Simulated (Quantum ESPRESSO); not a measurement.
# WS2 (Tungstenite) (P6_3/mmc) in Quantum ESPRESSO: notebook

One crystal, WS2 (Tungstenite), is run at these levels: PBE, LDA; tasks: phonons, dielectric tensor.

Everything below comes from runs of Quantum ESPRESSO 7.5. Logs are shortened: lines on timing, memory, paths and dates and some standing lists are left out, and cuts for length are marked.

## Step 1: Starting point

It takes space group P6_3/mmc (No. 194, hexagonal). The conventional cell has a = 3.180 Å, b = 3.180 Å, c = 12.500 Å, α = 90.00°, β = 90.00°, γ = 120.00°. Around W (site symmetry -6m2) lie 6 S at 2.41 Å. Around S (site symmetry 3m) lie 3 W at 2.41 Å.

## Step 2: Phonons, PBE

The input, pw.in:

```
&CONTROL
  calculation = 'scf'
  prefix = 'pwscf'
  outdir = './tmp'
  pseudo_dir = './pseudo'
  tprnfor = .true.
  tstress = .true.
  disk_io = 'low'
/
&SYSTEM
  ibrav = 0
  celldm(1) = 8
  nat = 6
  ntyp = 2
  ecutwfc = 52
  ecutrho = 312
  nbnd = 36
  occupations = 'smearing'
  smearing = 'fd'
  degauss = 0.00367493
/
&ELECTRONS
  conv_thr = 1.2d-09
  electron_maxstep = 120
  mixing_beta = 0.5
/
ATOMIC_SPECIES
W    183.8400 W.GGA_PBE-JTH.UPF
S     32.0600 S.GGA_PBE-JTH.UPF
CELL_PARAMETERS alat
  0.7511661345387   0.0000000000000   0.0000000000000
 -0.3755830672694   0.6505289549650   0.0000000000000
  0.0000000000000   0.0000000000000   2.9526970697278
ATOMIC_POSITIONS crystal
W      0.6666666667    0.3333333333    0.7500000000
W      0.3333333333    0.6666666667    0.2500000000
S      0.6666666667    0.3333333333    0.3750000000
S      0.3333333333    0.6666666667    0.8750000000
S      0.6666666667    0.3333333333    0.1250000000
S      0.3333333333    0.6666666667    0.6250000000
K_POINTS automatic
8 8 2 0 0 1
```

The input, relax.in:

```
&CONTROL
  calculation = 'vc-relax'
  prefix = 'pwscf'
  outdir = './tmp'
  pseudo_dir = './pseudo'
  tprnfor = .true.
  tstress = .true.
  disk_io = 'low'
  nstep = 40
  forc_conv_thr = 0.0001
  etot_conv_thr = 1d-06
/
&SYSTEM
  ibrav = 0
  celldm(1) = 8
  nat = 6
  ntyp = 2
  ecutwfc = 52
  ecutrho = 312
  nbnd = 36
  occupations = 'smearing'
  smearing = 'fd'
  degauss = 0.00367493
/
&ELECTRONS
  conv_thr = 1.2d-09
  electron_maxstep = 120
  mixing_beta = 0.5
/
&IONS
  ion_dynamics = 'bfgs'
/
&CELL
  cell_dynamics = 'bfgs'
  press = 0
  press_conv_thr = 0.2
/
ATOMIC_SPECIES
W    183.8400 W.GGA_PBE-JTH.UPF
S     32.0600 S.GGA_PBE-JTH.UPF
CELL_PARAMETERS alat
  0.7511661345387   0.0000000000000   0.0000000000000
 -0.3755830672694   0.6505289549650   0.0000000000000
  0.0000000000000   0.0000000000000   2.9526970697278
ATOMIC_POSITIONS crystal
W      0.6666666667    0.3333333333    0.7500000000
W      0.3333333333    0.6666666667    0.2500000000
S      0.6666666667    0.3333333333    0.3750000000
S      0.3333333333    0.6666666667    0.8750000000
S      0.6666666667    0.3333333333    0.1250000000
S      0.3333333333    0.6666666667    0.6250000000
K_POINTS automatic
8 8 2 0 0 1
```

The input, gamma.in:

```
&CONTROL
  calculation = 'bands'
  prefix = 'pwscf'
  outdir = './tmp'
  pseudo_dir = './pseudo'
  disk_io = 'low'
  verbosity = 'high'
/
&SYSTEM
  ibrav = 0
  celldm(1) = 8
  nat = 6
  ntyp = 2
  ecutwfc = 52
  ecutrho = 312
  nbnd = 36
  occupations = 'smearing'
  smearing = 'fd'
  degauss = 0.00367493
/
&ELECTRONS
  conv_thr = 1d-08
  electron_maxstep = 120
  mixing_beta = 0.5
  diago_full_acc = .true.
  startingwfc = 'random'
/
ATOMIC_SPECIES
W    183.8400 W.GGA_PBE-JTH.UPF
S     32.0600 S.GGA_PBE-JTH.UPF
CELL_PARAMETERS alat
  0.7530794509081   0.0000000000000   0.0000000000000
 -0.3765397254541   0.6521859355545   0.0000000000000
  0.0000000000000   0.0000000000000   3.3356034193639
ATOMIC_POSITIONS crystal
W      0.6666666666    0.3333333332    0.7500000000
W      0.3333333332    0.6666666666    0.2500000000
S      0.6666666666    0.3333333332    0.3612367927
S      0.3333333332    0.6666666666    0.8612367927
S      0.6666666666    0.3333333332    0.1387632073
S      0.3333333332    0.6666666666    0.6387632073
K_POINTS crystal
1
0.0 0.0 0.0 1
```

The input, scf2.in:

```
&CONTROL
  calculation = 'scf'
  prefix = 'pwscf'
  outdir = './tmp'
  pseudo_dir = './pseudo'
  tprnfor = .true.
  tstress = .true.
  disk_io = 'low'
/
&SYSTEM
  ibrav = 0
  celldm(1) = 8
  nat = 6
  ntyp = 2
  ecutwfc = 52
  ecutrho = 312
  nbnd = 36
  occupations = 'fixed'
/
&ELECTRONS
  conv_thr = 1d-13
  electron_maxstep = 120
  mixing_beta = 0.5
  startingpot = 'file'
/
ATOMIC_SPECIES
W    183.8400 W.GGA_PBE-JTH.UPF
S     32.0600 S.GGA_PBE-JTH.UPF
CELL_PARAMETERS alat
  0.7530794509081   0.0000000000000   0.0000000000000
 -0.3765397254541   0.6521859355545   0.0000000000000
  0.0000000000000   0.0000000000000   3.3356034193639
ATOMIC_POSITIONS crystal
W      0.6666666666    0.3333333332    0.7500000000
W      0.3333333332    0.6666666666    0.2500000000
S      0.6666666666    0.3333333332    0.3612367927
S      0.3333333332    0.6666666666    0.8612367927
S      0.6666666666    0.3333333332    0.1387632073
S      0.3333333332    0.6666666666    0.6387632073
K_POINTS automatic
8 8 2 0 0 1
```

The input, ph.in:

```
phonons of WS2
&INPUTPH
  prefix = 'pwscf'
  outdir = './tmp'
  tr2_ph = 1d-18
  fildyn = 'dyn'
  niter_ph = 90
  alpha_mix(1) = 0.7
  epsil = True
/
0.0000000000 0.0000000000 0.0000000000
```

The input, dynmat.in:

```
&INPUT
  fildyn = 'dyn'
  asr = 'crystal'
  lperm = .true.
  filout = 'dynmat.disp'
  fileig = 'dynmat.eig'
/
```

The input, dynmat_lo.in:

```
&INPUT
  fildyn = 'dyn'
  asr = 'crystal'
  filout = 'dynmat_lo.disp'
  fileig = 'dynmat_lo.eig'
  q(1) = 0
  q(2) = 0
  q(3) = 1
/
```

Potentials or basis: JTH 2.0 PBE.

Started as:

```bash
$ OMP_NUM_THREADS=1 mpirun -n 4 pw.x -nk 2 -in pw.in > pw.out
$ OMP_NUM_THREADS=1 mpirun -n 4 pw.x -nk 2 -in relax.in > relax.out
$ OMP_NUM_THREADS=1 mpirun -n 4 pw.x -in gamma.in > gamma.out
$ OMP_NUM_THREADS=1 mpirun -n 4 pw.x -nk 2 -in scf2.in > scf2.out
$ OMP_NUM_THREADS=1 mpirun -n 4 ph.x -nk 2 -in ph.in > ph.out
$ OMP_NUM_THREADS=1 mpirun -n 1 dynmat.x -in dynmat.in > dynmat.out
$ OMP_NUM_THREADS=1 mpirun -n 1 dynmat.x -in dynmat_lo.in > dynmat_lo.out
```

pw.out:

```text
This program is part of the open-source Quantum ESPRESSO suite
     for quantum simulation of materials; please cite
         "P. Giannozzi et al., J. Phys.:Condens. Matter 21 395502 (2009);
         "P. Giannozzi et al., J. Phys.:Condens. Matter 29 465901 (2017);
         "P. Giannozzi et al., J. Chem. Phys. 152 154105 (2020);
     in publications or presentations arising from this work. More details at

     file W.GGA_PBE-JTH.UPF: wavefunction(s)  5S 6S 5P 6P 5D 0D renormalized
     file S.GGA_PBE-JTH.UPF: wavefunction(s)  3S 0S 3P 0P renormalized
     Message from routine setup:
     using ibrav=0 with symmetry is DISCOURAGED, use correct ibrav instead

     K-points division:     npool     =       2
     Subspace diagonalization in iterative solution of the eigenvalue problem:
     a serial algorithm will be used

     --------------------
     sticks:   dense  smooth     PW     G-vecs:    dense   smooth      PW
     Min         384     255     75                34344    18701    3055
     Max         385     256     76                34357    18710    3070
     Sum         769     511    151                68701    37411    6125

     Using Slab Decomposition

     bravais-lattice index     =            0
     lattice parameter (alat)  =       8.0000  a.u.
     unit-cell volume          =     738.7398 (a.u.)^3
     number of atoms/cell      =            6
     number of atomic types    =            2
     number of electrons       =        52.00
     number of Kohn-Sham states=           36
     kinetic-energy cutoff     =      52.0000  Ry
     charge density cutoff     =     312.0000  Ry
     scf convergence threshold =      1.2E-09
     mixing beta               =       0.5000
     number of iterations used =            8  plain     mixing
     Exchange-correlation= SLA PW PBX PBC
                           (   1   4   3   4   0   0   0)

     celldm(1)=   8.000000  celldm(2)=   0.000000  celldm(3)=   0.000000
     celldm(4)=   0.000000  celldm(5)=   0.000000  celldm(6)=   0.000000

     crystal axes: (cart. coord. in units of alat)
               a(1) = (   0.751166   0.000000   0.000000 )
               a(2) = (  -0.375583   0.650529   0.000000 )
               a(3) = (   0.000000   0.000000   2.952697 )

     reciprocal axes: (cart. coord. in units 2 pi/alat)
               b(1) = (  1.331263  0.768605 -0.000000 )
               b(2) = (  0.000000  1.537211  0.000000 )
               b(3) = (  0.000000 -0.000000  0.338673 )

     PseudoPot. # 1 for W  read from file:
     W.GGA_PBE-JTH.UPF
     Pseudo is Projector augmented-wave + core cor, Zval = 14.0
     Generated using ATOMPAW code
     Shape of augmentation charge: BESSEL
     Using radial grid of 1121 points,  6 beta functions with:
                l(1) =   0
                l(2) =   0
                l(3) =   1
                l(4) =   1
                l(5) =   2
                l(6) =   2
     Q(r) pseudized with 0 coefficients

     PseudoPot. # 2 for S  read from file:
     S.GGA_PBE-JTH.UPF
     Pseudo is Projector augmented-wave + core cor, Zval =  6.0
     Generated using ATOMPAW code
     Shape of augmentation charge: SINC**2
     Using radial grid of  999 points,  4 beta functions with:
                l(1) =   0
                l(2) =   0
                l(3) =   1
                l(4) =   1
     Q(r) pseudized with 0 coefficients

     atomic species   valence    mass     pseudopotential
     W                14.00   183.84000     W ( 1.00)
     S                 6.00    32.06000     S ( 1.00)

     24 Sym. Ops., with inversion, found (12 have fractional translation)

   Cartesian axes

     site n.     atom                  positions (alat units)
         1        W      tau(   1) = (   0.3755831   0.2168430   2.2145228  )
         2        W      tau(   2) = (  -0.0000000   0.4336860   0.7381743  )
         3        S      tau(   3) = (   0.3755831   0.2168430   1.1072614  )
         4        S      tau(   4) = (  -0.0000000   0.4336860   2.5836099  )
         5        S      tau(   5) = (   0.3755831   0.2168430   0.3690871  )
         6        S      tau(   6) = (  -0.0000000   0.4336860   1.8454357  )

     number of k points=    10  Fermi-Dirac smearing, width (Ry)=  0.0037
                       cart. coord. in units 2pi/alat
        k(    1) = (   0.0000000   0.0000000   0.0846684), wk =   0.0312500
        k(    2) = (   0.0000000   0.1921513   0.0846684), wk =   0.1875000
        k(    3) = (   0.0000000   0.3843026   0.0846684), wk =   0.1875000
        k(    4) = (   0.0000000   0.5764540   0.0846684), wk =   0.1875000
        k(    5) = (   0.0000000  -0.7686053   0.0846684), wk =   0.0937500
        k(    6) = (   0.1664079   0.2882270   0.0846684), wk =   0.1875000
        k(    7) = (   0.1664079   0.4803783   0.0846684), wk =   0.3750000
        k(    8) = (   0.1664079   0.6725296   0.0846684), wk =   0.3750000
        k(    9) = (   0.3328159   0.5764540   0.0846684), wk =   0.1875000
        k(   10) = (   0.3328159   0.7686053   0.0846684), wk =   0.1875000

     Dense  grid:    68701 G-vectors     FFT dimensions: (  36,  36, 144)

     Smooth grid:    37411 G-vectors     FFT dimensions: (  27,  27, 120)

     Check: negative core charge=   -0.000005

     Initial potential from superposition of free atoms

     starting charge      51.9988, renormalised to      52.0000

     negative rho (up, down):  2.116E-01 0.000E+00
     Starting wfcs are   68 randomized atomic wfcs
     Checking if some PAW data can be deallocated...

     Self-consistent Calculation

     iteration #  1     ecut=    52.00 Ry     beta= 0.50
     Davidson diagonalization with overlap
     ethr =  1.00E-02,  avg # of iterations =  3.8

     Threshold (ethr) on eigenvalues was too large:
     Diagonalizing with lowered threshold

     Davidson diagonalization with overlap
     ethr =  3.12E-04,  avg # of iterations =  2.7

     negative rho (up, down):  2.290E-01 0.000E+00

     total energy              =   -1786.02094369 Ry
     estimated scf accuracy    <       0.19035041 Ry

     iteration #  2     ecut=    52.00 Ry     beta= 0.50
     Davidson diagonalization with overlap
     ethr =  3.66E-04,  avg # of iterations =  2.0
[... 78 lines left out ...]
     iteration # 11     ecut=    52.00 Ry     beta= 0.50
     Davidson diagonalization with overlap
     ethr =  2.46E-12,  avg # of iterations =  4.0

     negative rho (up, down):  2.404E-01 0.000E+00

     End of self-consistent calculation

          k = 0.0000 0.0000 0.0847 (  4626 PWs)   bands (ev):

   -63.5618 -63.5618 -27.7950 -27.7949 -27.6466 -27.6466 -27.6466 -27.6466
    -4.4057  -4.2753  -2.8034  -2.5515   3.7260   4.3600   7.5818   7.5818
     7.5899   7.5899   7.7008   8.8129   8.8129   8.8432   8.8432   9.0182
    10.4022  11.0232  13.3514  13.3514  13.3544  13.3544  13.4748  13.4748
    13.5798  13.5798  15.7568  15.9360

          k = 0.0000 0.1922 0.0847 (  4640 PWs)   bands (ev):
[... 17 lines left out ...]
   -63.5473 -63.5473 -27.9333 -27.9333 -27.7416 -27.7416 -27.7142 -27.7142
    -2.6538  -2.5595  -2.1173  -2.0065   4.2945   4.4667   5.5067   5.5877
     5.9370   6.2706   7.2031   7.2501   8.2752   8.5672   8.9379   9.0256
     9.1947   9.3760  13.0809  13.1124  13.1529  13.4786  14.1709  14.6865
    14.9415  15.1916  16.3476  16.9651

          k = 0.0000-0.7686 0.0847 (  4700 PWs)   bands (ev):

   -63.5449 -63.5449 -27.9811 -27.9811 -27.7324 -27.7324 -27.7257 -27.7257
    -2.2360  -2.1777  -1.9616  -1.9085   3.8643   4.0315   5.1915   5.3022
     5.8435   6.2344   7.0097   7.0580   8.2436   8.3616   9.1166   9.2309
     9.4637   9.5772  13.3152  13.3419  13.7094  13.8623  14.3037  14.8194
    15.0543  15.3489  15.3951  15.8111

          k = 0.1664 0.2882 0.0847 (  4657 PWs)   bands (ev):

   -63.5551 -63.5551 -27.7761 -27.7761 -27.7703 -27.7702 -27.6837 -27.6837
    -3.6828  -3.5567  -2.5147  -2.3132   4.5243   5.1147   6.1583   6.1827
     6.7938   7.2489   7.5056   7.6413   8.1506   8.1699   9.0478   9.4082
     9.8691   9.9177  12.4580  12.8834  13.0496  13.1673  13.4801  13.4960
    14.4942  14.6458  18.0613  18.3465
[... 27 lines left out ...]
   -63.5431 -63.5431 -27.9235 -27.9235 -27.8281 -27.8281 -27.7259 -27.7259
    -1.9592  -1.9313  -1.8131  -1.7870   4.7220   4.7325   4.8252   4.8259
     6.0408   6.1909   6.6519   6.7892   7.0646   7.2606   8.1007   8.3052
    10.2094  10.3408  12.5583  12.5585  13.5396  14.1756  14.2608  14.4075
    15.6027  15.9575  16.7976  17.0674

     the Fermi energy is    11.6423 ev

!    total energy              =   -1786.05303856 Ry
     total all-electron energy =     -1786.053039 Ry
     estimated scf accuracy    <          4.1E-10 Ry
     smearing contrib. (-TS)   =      -0.00000001 Ry
     internal energy E=F+TS    =   -1786.05303855 Ry

     The total energy is F=E-TS. E is the sum of the following terms:
     one-electron contribution =    -160.87244725 Ry
     hartree contribution      =     115.59593666 Ry
     xc contribution           =     -80.79469225 Ry
     ewald contribution        =    -234.29626753 Ry
     one-center paw contrib.   =   -1425.68556818 Ry

     convergence has been achieved in  11 iterations

     negative rho (up, down):  2.404E-01 0.000E+00

     Forces acting on atoms (cartesian axes, Ry/au):

     atom    1 type  1   force =     0.00000000    0.00000000    0.00000000
     atom    2 type  1   force =     0.00000000    0.00000000    0.00000000
     atom    3 type  2   force =     0.00000000   -0.00000000    0.00517022
     atom    4 type  2   force =     0.00000000    0.00000000    0.00517022
     atom    5 type  2   force =    -0.00000000   -0.00000000   -0.00517022
     atom    6 type  2   force =    -0.00000000   -0.00000000   -0.00517022

     Total force =     0.010340     Total SCF correction =     0.000061

     Computing stress (Cartesian axis) and pressure

     negative rho (up, down):  2.404E-01 0.000E+00
          total   stress  (Ry/bohr**3)                   (kbar)     P=       23.23
   0.00011714   0.00000000   0.00000000           17.23        0.00        0.00
   0.00000000   0.00011714   0.00000000            0.00       17.23        0.00
   0.00000000   0.00000000   0.00023951            0.00        0.00       35.23

=------------------------------------------------------------------------------=
   JOB DONE.
=------------------------------------------------------------------------------=
```

It took 69 min on 4 MPI ranks of Intel Xeon at 2.50GHz (Skylake/Cascade Lake), shared host; peak memory 0.72 GiB.

Results:

| Quantity | Value |
| --- | --- |
| Free energy | -24300.5717 eV |
| Relaxed volume | 20.72 Å³/atom |
| Relaxed cell | a = 3.188 Å, b = 3.188 Å, c = 14.121 Å, α = 90.00°, β = 90.00°, γ = 120.00° |
| Space group after relaxing (to 0.05 Å) | P6_3/mmc (No. 194) |
| Pressure after relaxing | 0.1 GPa |
| Electronic dielectric tensor (diagonal) | 12.16, 12.16, 3.71 |
| Born charges (mean of the diagonal) | W -0.38; S +0.19 e |
| Highest phonon frequency at Γ, LO-TO splitting left out | 425 cm⁻¹ |

The path:
| step | energy change (eV) | largest force (eV/Å) | pressure (GPa) | volume (Å³) |
| --- | --- | --- | --- | --- |
| 1 | 0.0000 | 0.1329 | 2.32 | 109.47 |
| 2 | -0.0115 | 0.1644 | 0.14 | 110.77 |
| 3 | -0.0143 | 0.1610 | 0.08 | 111.02 |
| 4 | -0.0184 | 0.1521 | 0.04 | 111.36 |
| 5 | -0.0242 | 0.1358 | 0.04 | 111.86 |
| 6 | -0.0319 | 0.1148 | 0.02 | 112.59 |
| 7 | -0.0416 | 0.0833 | 0.04 | 113.66 |
| 8 | -0.0527 | 0.0424 | 0.08 | 115.24 |
| 9 | -0.0633 | 0.0100 | 0.15 | 117.62 |
| 10 | -0.0692 | 0.0497 | 0.18 | 120.62 |
| 11 | -0.0705 | 0.0273 | 0.04 | 122.02 |
| 12 | -0.0711 | 0.0085 | -0.01 | 123.05 |
| 13 | -0.0713 | 0.0031 | 0.01 | 123.85 |
| 14 | -0.0713 | 0.0004 | 0.01 | 124.21 |
| 15 | -0.0713 | 0.0004 | 0.01 | 124.30 |

Final structure:
```
W S
1.0
     3.18810    0.00000    0.00000
    -1.59405    2.76098    0.00000
     0.00000    0.00000   14.12100
W S
2 4
Direct
  0.66667 0.33333 0.75000
  0.33333 0.66667 0.25000
  0.66667 0.33333 0.36124
  0.33333 0.66667 0.86124
  0.66667 0.33333 0.13876
  0.33333 0.66667 0.63876
```

Phonon frequencies in cm⁻¹ (negative: imaginary):
```csv
q point,frequencies
"(0.000, 0.000, 0.000)",-9 -7 0 0 6 6 286 286 286 286 345 345 345 345 406 406 425 425
```

Electronic dielectric tensor:
```
12.16  0.00  0.00
 0.00 12.16  0.00
 0.00  0.00  3.71
```

Born effective charge tensors (e):
atom 1, W
```
-0.48  0.00  0.00
 0.00 -0.48  0.00
 0.00  0.00 -0.19
```
atom 2, W
```
-0.48  0.00  0.00
 0.00 -0.48  0.00
 0.00  0.00 -0.19
```
atom 3, S
```
0.24 0.00 0.00
0.00 0.24 0.00
0.00 0.00 0.09
```
atom 4, S
```
0.24 0.00 0.00
0.00 0.24 0.00
0.00 0.00 0.09
```
atom 5, S
```
0.24 0.00 0.00
0.00 0.24 0.00
0.00 0.00 0.09
```
atom 6, S
```
0.24 0.00 0.00
0.00 0.24 0.00
0.00 0.00 0.09
```

Optical modes at Γ, degenerate ones joined, polar ones without the macroscopic field:
| cm⁻¹ | components | symmetry | active in | IR intensity, summed ((D/Å)²/amu) |
| --- | --- | --- | --- | --- |
| 9i | 1 | B1g | silent | 0.00 |
| 6 | 2 | E2g | Raman | 0.00 |
| 286 | 2 | E1g | Raman | 0.00 |
| 286 | 2 | E2u | silent | 0.00 |
| 345 | 2 | E2g | Raman | 0.00 |
| 345 | 2 | E1u | IR | 0.45 |
| 406 | 1 | A1g | Raman | 0.00 |
| 406 | 1 | B2u | silent | 0.00 |
| 425 | 1 | A2u | IR | 0.03 |
| 425 | 1 | B1g | silent | 0.00 |

Caveat: the layers were relaxed without a dispersion term, so their spacing and the soft interlayer modes are unreliable; this functional lacks dispersion, which binds the layers, so the pressure and a relaxed spacing across them are unreliable.

(Continued in part 2 of 3.)
